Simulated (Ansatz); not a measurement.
Steps from a short run of molecular dynamics on a 2×2×2 supercell (16 atoms) of GaP (CsCl type), relaxed with r2SCAN; forces from r2SCAN in the PAW code Ansatz, 2×2×2 mesh, Fermi-Dirac smearing of 0.020 eV, a Langevin thermostat at fixed volume, set at 200 K. Spin polarisation is off, nuclei are classical, and the run is far too short for thermal averages. The structure comes from a prototype and may be hypothetical.

Cell vectors in Å:
```
6.3729 0.0000 0.0000
0.0000 6.3729 0.0000
0.0000 0.0000 6.3729
```

**Question.** At 9 fs the positions in Å are
```
Ga  -0.020   0.017   0.006
P    1.588   1.587   1.592
Ga   0.007  -0.012   3.182
P    1.566   1.624   4.787
Ga   0.009   3.167   0.001
P    1.615   4.788   1.593
Ga  -0.002   3.203   3.199
P    1.612   4.797   4.826
Ga   3.201  -0.030  -0.019
P    4.769   1.575   1.613
Ga   3.181   0.006   3.194
P    4.787   1.556   4.777
Ga   3.179   3.207  -0.016
P    4.775   4.784   1.564
Ga   3.189   3.188   3.199
P    4.778   4.776   4.757
```
What are the forces, and how far does the free energy (smearing included) lie above that of step 0, with the atoms on their sites?

**Answer.** -0.2 meV an atom; forces in eV/Å:
```
Ga   0.048  -0.104  -0.043
P    0.029  -0.096  -0.094
Ga   0.000  -0.025   0.047
P    0.035  -0.005  -0.023
Ga  -0.087   0.110   0.011
P    0.012   0.040   0.102
Ga  -0.002   0.016  -0.007
P   -0.009   0.229   0.097
Ga  -0.034   0.113   0.013
P   -0.075  -0.030  -0.003
Ga   0.003  -0.040   0.009
P   -0.098  -0.144   0.157
Ga   0.083  -0.112   0.018
P    0.039   0.059  -0.176
Ga  -0.001   0.038  -0.011
P    0.058  -0.046  -0.096
```

**Question.** At 12 fs the positions in Å are
```
Ga  -0.025   0.023   0.010
P    1.585   1.588   1.592
Ga   0.010  -0.013   3.182
P    1.559   1.633   4.790
Ga   0.010   3.162   0.001
P    1.616   4.790   1.590
Ga  -0.004   3.207   3.203
P    1.616   4.800   4.843
Ga   3.206  -0.039  -0.024
P    4.766   1.567   1.620
Ga   3.179   0.009   3.196
P    4.789   1.543   4.774
Ga   3.175   3.213  -0.021
P    4.777   4.782   1.554
Ga   3.190   3.187   3.203
P    4.775   4.777   4.750
```
What are the forces, and how far does the free energy (smearing included) lie above that of step 0, with the atoms on their sites?

**Answer.** -0.4 meV an atom; forces in eV/Å:
```
Ga   0.057  -0.134  -0.057
P    0.021  -0.092  -0.119
Ga  -0.002  -0.036   0.061
P    0.035   0.004  -0.022
Ga  -0.118   0.139   0.019
P    0.012   0.055   0.135
Ga   0.001   0.023  -0.013
P   -0.033   0.282   0.118
Ga  -0.034   0.149   0.025
P   -0.089  -0.050  -0.011
Ga   0.002  -0.062   0.003
P   -0.103  -0.176   0.217
Ga   0.108  -0.151   0.030
P    0.060   0.056  -0.236
Ga  -0.004   0.056  -0.020
P    0.086  -0.064  -0.130
```

**Question.** At 18 fs the positions in Å are
```
Ga  -0.033   0.033   0.021
P    1.582   1.591   1.594
Ga   0.010  -0.017   3.179
P    1.552   1.654   4.794
Ga   0.012   3.157   0.001
P    1.611   4.792   1.585
Ga  -0.005   3.216   3.212
P    1.619   4.811   4.877
Ga   3.215  -0.058  -0.036
P    4.758   1.553   1.634
Ga   3.176   0.017   3.202
P    4.793   1.517   4.773
Ga   3.164   3.224  -0.028
P    4.787   4.780   1.529
Ga   3.188   3.189   3.210
P    4.768   4.779   4.744
```
What are the forces, and how far does the free energy (smearing included) lie above that of step 0, with the atoms on their sites?

**Answer.** -0.8 meV an atom; forces in eV/Å:
```
Ga   0.093  -0.166  -0.096
P    0.001  -0.085  -0.164
Ga   0.003  -0.054   0.100
P    0.024   0.056  -0.003
Ga  -0.168   0.176   0.026
P    0.010   0.066   0.178
Ga  -0.006   0.031  -0.015
P   -0.125   0.384   0.149
Ga  -0.040   0.217   0.077
P   -0.104  -0.068  -0.017
Ga  -0.015  -0.107  -0.027
P   -0.062  -0.218   0.335
Ga   0.148  -0.226   0.055
P    0.090   0.036  -0.340
Ga   0.006   0.095  -0.038
P    0.145  -0.136  -0.219
```

**Question.** At 21 fs the positions in Å are
```
Ga  -0.037   0.037   0.029
P    1.579   1.591   1.596
Ga   0.008  -0.020   3.176
P    1.548   1.663   4.794
Ga   0.013   3.155   0.004
P    1.605   4.791   1.584
Ga  -0.004   3.220   3.216
P    1.616   4.817   4.894
Ga   3.220  -0.066  -0.041
P    4.757   1.550   1.641
Ga   3.174   0.024   3.204
P    4.793   1.500   4.772
Ga   3.159   3.229  -0.028
P    4.792   4.780   1.516
Ga   3.188   3.189   3.214
P    4.764   4.780   4.744
```
What are the forces, and how far does the free energy (smearing included) lie above that of step 0, with the atoms on their sites?

**Answer.** -1.2 meV an atom; forces in eV/Å:
```
Ga   0.119  -0.168  -0.114
P   -0.007  -0.095  -0.187
Ga   0.008  -0.054   0.119
P    0.010   0.084   0.009
Ga  -0.189   0.180   0.025
P    0.002   0.062   0.201
Ga  -0.012   0.027  -0.016
P   -0.183   0.430   0.164
Ga  -0.050   0.254   0.110
P   -0.098  -0.055  -0.017
Ga  -0.031  -0.124  -0.050
P   -0.024  -0.228   0.383
Ga   0.159  -0.266   0.065
P    0.105   0.034  -0.372
Ga   0.015   0.111  -0.047
P    0.176  -0.191  -0.273
```

**Question.** At 36 fs the positions in Å are
```
Ga  -0.062   0.050   0.069
P    1.566   1.579   1.602
Ga  -0.009  -0.044   3.147
P    1.525   1.705   4.796
Ga   0.018   3.144   0.024
P    1.567   4.786   1.592
Ga  -0.003   3.237   3.228
P    1.578   4.857   4.969
Ga   3.243  -0.096  -0.067
P    4.752   1.533   1.658
Ga   3.162   0.047   3.216
P    4.775   1.408   4.774
Ga   3.149   3.251  -0.034
P    4.838   4.784   1.427
Ga   3.201   3.186   3.234
P    4.759   4.760   4.746
```
What are the forces, and how far does the free energy (smearing included) lie above that of step 0, with the atoms on their sites?

**Answer.** -5.5 meV an atom; forces in eV/Å:
```
Ga   0.303  -0.093  -0.288
P    0.000  -0.139  -0.318
Ga   0.025   0.006   0.258
P   -0.078   0.266  -0.029
Ga  -0.210   0.117  -0.004
P    0.142  -0.049   0.321
Ga  -0.017  -0.054   0.007
P   -0.303   0.630   0.242
Ga  -0.169   0.355   0.247
P   -0.073   0.156   0.058
Ga  -0.149  -0.186  -0.169
P    0.135  -0.240   0.555
Ga   0.132  -0.399   0.103
P    0.033   0.017  -0.360
Ga   0.023   0.150  -0.091
P    0.207  -0.539  -0.531
```

**Question.** At 42 fs the positions in Å are
```
Ga  -0.071   0.052   0.083
P    1.560   1.576   1.598
Ga  -0.014  -0.051   3.133
P    1.517   1.719   4.797
Ga   0.018   3.143   0.034
P    1.551   4.786   1.599
Ga  -0.004   3.246   3.234
P    1.563   4.882   4.993
Ga   3.248  -0.102  -0.076
P    4.747   1.527   1.662
Ga   3.159   0.051   3.222
P    4.763   1.375   4.785
Ga   3.148   3.254  -0.035
P    4.867   4.798   1.386
Ga   3.207   3.185   3.243
P    4.758   4.742   4.739
```
What are the forces, and how far does the free energy (smearing included) lie above that of step 0, with the atoms on their sites?

**Answer.** -8.6 meV an atom; forces in eV/Å:
```
Ga   0.395  -0.027  -0.406
P    0.008  -0.173  -0.357
Ga   0.027   0.035   0.331
P   -0.136   0.376  -0.072
Ga  -0.181   0.085  -0.033
P    0.272  -0.109   0.406
Ga   0.008  -0.091   0.028
P   -0.294   0.686   0.261
Ga  -0.209   0.335   0.282
P   -0.067   0.268   0.129
Ga  -0.206  -0.206  -0.214
P    0.178  -0.275   0.605
Ga   0.107  -0.385   0.105
P   -0.073  -0.011  -0.355
Ga   0.004   0.160  -0.102
P    0.165  -0.668  -0.608
```
